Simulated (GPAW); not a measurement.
# 1 ML V on Pt(001), 2 substrate layers: a ladder in the plane-wave cutoff

Two starts of 1 ML V on Pt(001), 2 substrate layers are run at each rung of the plane-wave cutoff. Which rung is enough?

Program: GPAW 26.7.0. Level of theory: revPBE; plane waves with GPAW's PAW setups, scalar-relativistic. Results are calculated unless marked as measured.

Report form: the programs' logs are mostly left out.

## Step 1: The starting structure

The cell holds 3 atoms: 2 Pt and 1 V. Cell: a = 2.773 Å, b = 2.773 Å, c = 17.855 Å, α = 90.0°, β = 90.0°, γ = 90.0°. pseudomorphic film on the substrate's lattice, hard-sphere layer spacings, unrelaxed, 14 A of vacuum. Vacuum lies along c.

## Step 2: Rung 1 (250 eV), start ferro +++

The ladder starts at a low cutoff and climbs, to see from where on the results stand still.

order1.py

```python
import json
import numpy as np
from ase import Atoms
from ase.parallel import paropen, parprint
from gpaw import GPAW

atoms = Atoms(['Pt', 'Pt', 'V'],
    cell=[[2.773131, 0.0, 0.0],
         [0.0, 2.773131, 0.0],
         [0.0, 0.0, 17.855374]],
    scaled_positions=[[0.0, 0.0, 0.392039],
         [0.5, 0.5, 0.50186],
         [0.0, 0.0, 0.607961]],
    pbc=True,
    magmoms=[0.6, 0.6, 1.5])
atoms.calc = GPAW(mode={'name': 'pw', 'ecut': 250},
    xc='revPBE',
    kpts={'size': (10, 10, 1), 'gamma': True},
    occupations={'name': 'fermi-dirac', 'width': 0.1},
    convergence={'density': 1e-05, 'energy': 1e-05},
    maxiter=200,
    symmetry={'tolerance': 1e-4},
    txt='order1.txt')
e = atoms.get_potential_energy(force_consistent=True)
res = {'free_energy': e, 'energy_sigma0': atoms.get_potential_energy(), 'fermi_energy': atoms.calc.get_fermi_level()}
res['moments'] = atoms.get_magnetic_moments().tolist()
res['total'] = atoms.get_magnetic_moment()
parprint('site moments (muB):', np.round(res['moments'], 3))
parprint(f"total moment: {res['total']:.3f} muB")
parprint(f'free energy: {e:.6f} eV')
atoms.calc.write('order1.gpw')
with paropen('results.json', 'w') as f:
    json.dump(res, f)
```

Command:

```bash
$ OMP_NUM_THREADS=1 mpirun -n 4 gpaw python order1.py > order1.log
```

The job ended after 36 s (4 MPI ranks of Arm Neoverse V1, shared host; peak memory 0.7 GiB).

Spin moment in the augmentation sphere by atom:

| atom | spin moment in the augmentation sphere (μB) |
| --- | --- |
| Pt1 | 0.013 |
| Pt2 | 0.006 |
| V3 | 0.513 |

Read from the output:

```yaml
magnetization: 0.6767 μB
final_state: ferromagnetic
```

The moments seeded on 2 Pt atoms fell under 0.15 μB.

After 36 cycles the largest moment stands at 0.513 μB.

## Step 3: Rung 1 (250 eV), start antiferro q=(1/2,1/2,0) +-+--+

The second start gives the energy difference between the two end states, the quantity that is followed up the ladder. Its q is in fractions of the reciprocal vectors of the first run's cell.

order2.py

```python
import json
import numpy as np
from ase import Atoms
from ase.parallel import paropen, parprint
from gpaw import GPAW

atoms = Atoms(['Pt', 'Pt', 'Pt', 'Pt', 'V', 'V'],
    cell=[[5.546262, 0.0, 0.0],
         [2.773131, 2.773131, 0.0],
         [0.0, 0.0, 17.855374]],
    scaled_positions=[[0.0, 0.0, 0.392039],
         [0.5, 0.0, 0.392039],
         [0.0, 0.5, 0.50186],
         [0.5, 0.5, 0.50186],
         [0.0, 0.0, 0.607961],
         [0.5, 0.0, 0.607961]],
    pbc=True,
    magmoms=[0.6, -0.6, 0.6, -0.6, -1.5, 1.5])
atoms.calc = GPAW(mode={'name': 'pw', 'ecut': 250},
    xc='revPBE',
    kpts={'size': (5, 10, 1), 'gamma': True},
    occupations={'name': 'fermi-dirac', 'width': 0.1},
    convergence={'density': 1e-05, 'energy': 1e-05},
    maxiter=200,
    symmetry={'tolerance': 1e-4},
    txt='order2.txt')
e = atoms.get_potential_energy(force_consistent=True)
res = {'free_energy': e, 'energy_sigma0': atoms.get_potential_energy(), 'fermi_energy': atoms.calc.get_fermi_level()}
res['moments'] = atoms.get_magnetic_moments().tolist()
res['total'] = atoms.get_magnetic_moment()
parprint('site moments (muB):', np.round(res['moments'], 3))
parprint(f"total moment: {res['total']:.3f} muB")
parprint(f'free energy: {e:.6f} eV')
atoms.calc.write('order2.gpw')
with paropen('results.json', 'w') as f:
    json.dump(res, f)
```

Command:

```bash
$ OMP_NUM_THREADS=1 mpirun -n 4 gpaw python order2.py > order2.log
```

It took 2.8 min on 4 MPI ranks; peak memory 0.97 GiB.

Spin moment in the augmentation sphere by atom:

| atom | spin moment in the augmentation sphere (μB) |
| --- | --- |
| Pt1 | 0.02 |
| Pt2 | -0.02 |
| Pt3 | 0.00 |
| Pt4 | 0.00 |
| V5 | -1.27 |
| V6 | 1.27 |

Numbers from this step:

| Item | Value |
| --- | --- |
| magnetization | 0.008161 μB |
| final state | antiferromagnetic |

The moments seeded on 4 Pt atoms fell under 0.15 μB.

This start lies -9.6 meV a seeded atom from the first; its largest moment is 1.27 μB.

## Step 4: Rung 2 (325 eV), start ferro +++

order1.py is the script of step 2 with these lines changed:

```diff
@@ -15,3 +15,3 @@
     magmoms=[0.6, 0.6, 1.5])
-atoms.calc = GPAW(mode={'name': 'pw', 'ecut': 250},
+atoms.calc = GPAW(mode={'name': 'pw', 'ecut': 325},
     xc='revPBE',
```

Command:

```bash
$ OMP_NUM_THREADS=1 mpirun -n 4 gpaw python order1.py > order1.log
```

It took 38 s on 4 MPI ranks; peak memory 0.74 GiB.

Numbers from this step:

* magnetization: 0.7472 μB
* final state: ferromagnetic
* largest moment: 0.5652 μB

The moments seeded on 2 Pt atoms fell under 0.15 μB.

The largest moment moves by +0.05 μB from rung 1, at 1.0 times its CPU time.

## Step 5: Rung 2 (325 eV), start antiferro q=(1/2,1/2,0) +-+--+

order2.py is the script of step 3 with these lines changed:

```diff
@@ -18,3 +18,3 @@
     magmoms=[0.6, -0.6, 0.6, -0.6, -1.5, 1.5])
-atoms.calc = GPAW(mode={'name': 'pw', 'ecut': 250},
+atoms.calc = GPAW(mode={'name': 'pw', 'ecut': 325},
     xc='revPBE',
```

Command:

```bash
$ OMP_NUM_THREADS=1 mpirun -n 4 gpaw python order2.py > order2.log
```

Elapsed: 4 min, on 4 MPI ranks; peak memory 1.1 GiB; 16 min of CPU time.

Numbers from this step:

- magnetization: 0 μB
- final state: antiferromagnetic
- largest moment: 1.351 μB

The moments seeded on 4 Pt atoms fell under 0.15 μB.

This start lies -11.8 meV a seeded atom from the first, a change of -2.2 meV since rung 1; its largest moment is 1.35 μB.

## Step 6: Rung 3 (400 eV), start ferro +++

order1.py is the script of step 4 with these lines changed:

```diff
@@ -15,3 +15,3 @@
     magmoms=[0.6, 0.6, 1.5])
-atoms.calc = GPAW(mode={'name': 'pw', 'ecut': 325},
+atoms.calc = GPAW(mode={'name': 'pw', 'ecut': 400},
     xc='revPBE',
```

Command:

```bash
$ OMP_NUM_THREADS=1 mpirun -n 4 gpaw python order1.py > order1.log
```

The job ended after 50 s (4 MPI ranks; peak memory 0.82 GiB; 3.3 min of CPU time).

Read from the output:

```yaml
magnetization: 0.7732 μB
final_state: ferromagnetic
largest_moment: 0.5861 μB
```

The moments seeded on 2 Pt atoms fell under 0.15 μB.

The largest moment moves by +0.02 μB from rung 2, at 1.3 times its CPU time.

## Step 7: Rung 3 (400 eV), start antiferro q=(1/2,1/2,0) +-+--+

order2.py is the script of step 5 with these lines changed:

```diff
@@ -18,3 +18,3 @@
     magmoms=[0.6, -0.6, 0.6, -0.6, -1.5, 1.5])
-atoms.calc = GPAW(mode={'name': 'pw', 'ecut': 325},
+atoms.calc = GPAW(mode={'name': 'pw', 'ecut': 400},
     xc='revPBE',
```

Command:

```bash
$ OMP_NUM_THREADS=1 mpirun -n 4 gpaw python order2.py > order2.log
```

Elapsed: 5.2 min, on 4 MPI ranks; peak memory 1.4 GiB; 21 min of CPU time.

Read from the output:

```
magnetization  : 0 μB
final state    : antiferromagnetic
largest moment : 1.375 μB
```

The moments seeded on 4 Pt atoms fell under 0.15 μB.

This start lies -12.3 meV a seeded atom from the first, a change of -0.5 meV since rung 2; its largest moment is 1.37 μB.

## Step 8: Rung 4 (500 eV), start ferro +++

order1.py is the script of step 6 with these lines changed:

```diff
@@ -15,3 +15,3 @@
     magmoms=[0.6, 0.6, 1.5])
-atoms.calc = GPAW(mode={'name': 'pw', 'ecut': 400},
+atoms.calc = GPAW(mode={'name': 'pw', 'ecut': 500},
     xc='revPBE',
```

Command:

```bash
$ OMP_NUM_THREADS=1 mpirun -n 4 gpaw python order1.py > order1.log
```

The job ended after 66 s (4 MPI ranks; peak memory 0.92 GiB; 4.4 min of CPU time).

Read from the output:

```yaml
magnetization: 0.7855 μB
final_state: ferromagnetic
largest_moment: 0.5954 μB
```

The moments seeded on 2 Pt atoms fell under 0.15 μB.

The largest moment moves by +0.01 μB from rung 3, at 1.3 times its CPU time.

## Step 9: Rung 4 (500 eV), start antiferro q=(1/2,1/2,0) +-+--+

order2.py is the script of step 7 with these lines changed:

```diff
@@ -18,3 +18,3 @@
     magmoms=[0.6, -0.6, 0.6, -0.6, -1.5, 1.5])
-atoms.calc = GPAW(mode={'name': 'pw', 'ecut': 400},
+atoms.calc = GPAW(mode={'name': 'pw', 'ecut': 500},
     xc='revPBE',
```

Command:

```bash
$ OMP_NUM_THREADS=1 mpirun -n 4 gpaw python order2.py > order2.log
```

It took 6.4 min on 4 MPI ranks; peak memory 1.7 GiB; 26 min of CPU time.

Numbers from this step:

```
magnetization  : 0 μB
final state    : antiferromagnetic
largest moment : 1.382 μB
```

The moments seeded on 4 Pt atoms fell under 0.15 μB.

This start lies -12.5 meV a seeded atom from the first, a change of -0.2 meV since rung 3; its largest moment is 1.38 μB.

## Step 10: Rung 5 (650 eV), start ferro +++

order1.py is the script of step 8 with these lines changed:

```diff
@@ -15,3 +15,3 @@
     magmoms=[0.6, 0.6, 1.5])
-atoms.calc = GPAW(mode={'name': 'pw', 'ecut': 500},
+atoms.calc = GPAW(mode={'name': 'pw', 'ecut': 650},
     xc='revPBE',
```

Command:

```bash
$ OMP_NUM_THREADS=1 mpirun -n 4 gpaw python order1.py > order1.log
```

Run time: 1.9 min. Hardware: 4 MPI ranks; peak memory 1.1 GiB; 7.8 min of CPU time.

Read from the output:

```
magnetization  : 0.7845 μB
final state    : ferromagnetic
largest moment : 0.5948 μB
```

The moments seeded on 2 Pt atoms fell under 0.15 μB.

The largest moment is that of rung 4, at 1.8 times its CPU time.

## Step 11: Rung 5 (650 eV), start antiferro q=(1/2,1/2,0) +-+--+

order2.py is the script of step 9 with these lines changed:

```diff
@@ -18,3 +18,3 @@
     magmoms=[0.6, -0.6, 0.6, -0.6, -1.5, 1.5])
-atoms.calc = GPAW(mode={'name': 'pw', 'ecut': 500},
+atoms.calc = GPAW(mode={'name': 'pw', 'ecut': 650},
     xc='revPBE',
```

Command:

```bash
$ OMP_NUM_THREADS=1 mpirun -n 4 gpaw python order2.py > order2.log
```

It took 15 min on 4 MPI ranks; peak memory 2.2 GiB; 60 min of CPU time.

Read from the output:

```yaml
magnetization: 0 μB
final_state: antiferromagnetic
largest_moment: 1.383 μB
```

The moments seeded on 4 Pt atoms fell under 0.15 μB.

This start lies -12.5 meV a seeded atom from the first, a change of +0.0 meV since rung 4; its largest moment is 1.38 μB.

## Step 12: Rung 6 (800 eV), start ferro +++

order1.py is the script of step 10 with these lines changed:

```diff
@@ -15,3 +15,3 @@
     magmoms=[0.6, 0.6, 1.5])
-atoms.calc = GPAW(mode={'name': 'pw', 'ecut': 650},
+atoms.calc = GPAW(mode={'name': 'pw', 'ecut': 800},
     xc='revPBE',
```

Command:

```bash
$ OMP_NUM_THREADS=1 mpirun -n 4 gpaw python order1.py > order1.log
```

Wall time 2.3 min (4 MPI ranks); peak memory 1.3 GiB; 9 min of CPU time.

This step gave:

- magnetization: 0.7849 μB
- final state: ferromagnetic
- largest moment: 0.5951 μB

The moments seeded on 2 Pt atoms fell under 0.15 μB.

The largest moment is that of rung 5, at 1.2 times its CPU time.

## Step 13: Rung 6 (800 eV), start antiferro q=(1/2,1/2,0) +-+--+

order2.py is the script of step 11 with these lines changed:

```diff
@@ -18,3 +18,3 @@
     magmoms=[0.6, -0.6, 0.6, -0.6, -1.5, 1.5])
-atoms.calc = GPAW(mode={'name': 'pw', 'ecut': 650},
+atoms.calc = GPAW(mode={'name': 'pw', 'ecut': 800},
     xc='revPBE',
```

Command:

```bash
$ OMP_NUM_THREADS=1 mpirun -n 4 gpaw python order2.py > order2.log
```

The job ended after 14 min (4 MPI ranks; peak memory 3 GiB).

This step gave:

* magnetization: 0 μB
* final state: antiferromagnetic
* largest moment: 1.382 μB

The moments seeded on 4 Pt atoms fell under 0.15 μB.

This start lies -12.5 meV a seeded atom from the first, a change of +0.0 meV since rung 5; its largest moment is 1.38 μB.

## Step 14: The rungs together

Ladder, by row:

| rung | cutoff (eV) | state from the first start | state from the second start | second less first (meV a seeded atom) | moment, first (μB) | moment, second (μB) | CPU time (s) |
| --- | --- | --- | --- | --- | --- | --- | --- |
| 1 | 250 | ferromagnetic | antiferromagnetic | -9.574 | 0.5126 | 1.275 | 825.6 |
| 2 | 325 | ferromagnetic | antiferromagnetic | -11.79 | 0.5652 | 1.351 | 1116 |
| 3 | 400 | ferromagnetic | antiferromagnetic | -12.28 | 0.5861 | 1.375 | 1443 |
| 4 | 500 | ferromagnetic | antiferromagnetic | -12.51 | 0.5954 | 1.382 | 1808 |
| 5 | 650 | ferromagnetic | antiferromagnetic | -12.49 | 0.5948 | 1.383 | 4064 |
| 6 | 800 | ferromagnetic | antiferromagnetic | -12.49 | 0.5951 | 1.382 | 3854 |

## Step 15: Outcome

```json
{
  "range of the moment in the table, second start": "1.27 to 1.38 μB",
  "range of CPU time": "14 min to 68 min",
  "range of the energy difference": "-12.5 to -9.57 meV a seeded atom",
  "first rung from which all stay within 2 meV of the last": "2"
}
```

**Reading.** From rung 2 on the result stays within 0.70 meV of the last rung, inside the margin of 2 meV set for it, at 29 % of the last rung's cost. The second start ends lower on every rung of the table; whether functional and cell give the true order is another question.

[Logs and program files are shortened in this print: banners, set-up blocks, solver, clock and traceback lines can be left out without a mark of their own.]

[Logs are printed without paths, hosts, clocks, repeated set-up lines and the standing remarks that a program may print on its own settings, such as how far it seeks lower states.]

[Hosts, paths, dates, database ids (printed as entryN), source tags and the programs' standing remarks are cut or masked in the printed files.]

[Where a cell is said to come from a database of computed structures, the database is the Materials Project.]
